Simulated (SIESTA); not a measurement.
Zr in SIESTA: convergence with real-space mesh cutoff

Input of the first run (real-space mesh cutoff 100 Ry); the others differ in this setting and in those tied to it:

The input Zr.fdf:

```
SystemName                      Zr
SystemLabel                     Zr
NumberOfSpecies                 1
NumberOfAtoms                   5
%block ChemicalSpeciesLabel
  1  40 Zr
%endblock ChemicalSpeciesLabel

LatticeConstant                 1.0 Ang
%block LatticeVectors
     3.1890515832     0.0000000000     0.0000000000
    -1.5945257916     2.7617996850     0.0000000000
     0.0000000000     0.0000000000    25.4153988562
%endblock LatticeVectors
AtomicCoordinatesFormat         Fractional
%block AtomicCoordinatesAndAtomicSpecies
     0.6666666667     0.3333333333     0.2950966870  1  Zr
     0.3333333333     0.6666666667     0.3975483435  1  Zr
     0.0000000000     0.0000000000     0.5000000000  1  Zr
     0.6666666667     0.3333333333     0.6024516565  1  Zr
     0.3333333333     0.6666666667     0.7049033130  1  Zr
%endblock AtomicCoordinatesAndAtomicSpecies

%block kgrid.MonkhorstPack
    8   0   0  0.0
    0   8   0  0.0
    0   0   1  0.0
%endblock kgrid.MonkhorstPack
XC.Functional                   LDA
XC.Authors                      PW92
PAO.BasisSize                   DZP
PAO.EnergyShift                 0.003 Ry
Mesh.Cutoff                     100 Ry
OccupationFunction              FD
ElectronicTemperature           0.05 eV
Slab.DipoleCorrection           vacuum
MaxSCFIterations                120
SCF.MustConverge                false
SCF.Mixer.Method                Pulay
SCF.Mixer.Weight                0.25
SCF.Mixer.History               8
SCF.DM.Tolerance                5.0e-05
SCF.H.Tolerance                 1.0e-03 eV
WriteForces                     true
Charge.Mulliken                 end
%block PAO.Basis
  Zr 5
  n=4 0 2
    3.504 0.000
  n=5 0 2
    8.951 0.000
  n=4 1 2
    4.065 0.000
  n=5 1 1
    8.951
  n=4 2 2
    7.326 0.000
%endblock PAO.Basis
```

Potentials or basis: PseudoDojo 0.4 standard (LDA files), DZP (energy shift 0.003 Ry; two zetas on semicore shells).

The run is started by

```console
$ siesta < Zr.fdf > Zr.out 2>&1
```

Hardware: 1 thread of Arm Neoverse V2, on a shared host.

```csv
real-space mesh cutoff,"energy less the tightest run, at zero smearing (meV/atom)",SCF cycles,CPU time (s),peak memory (GiB)
100 Ry,0.12,21,26,0.18
150 Ry,0.00,21,38,0.21
200 Ry,0.01,21,44,0.22
300 Ry,-0.02,22,69,0.28
400 Ry,0.00,23,110,0.37
500 Ry,0.00,20,130,0.45
700 Ry,0.00,24,240,0.66
900 Ry,0.00,22,260,0.77
1200 Ry,0.00,22,420,1.1
```

Against the tightest run, the energy stays within 1 meV/atom from 100 Ry on. Values are those asked for, which the program may round to a finer grid. The tightest run that finished is the yardstick and may itself not be fully converged.
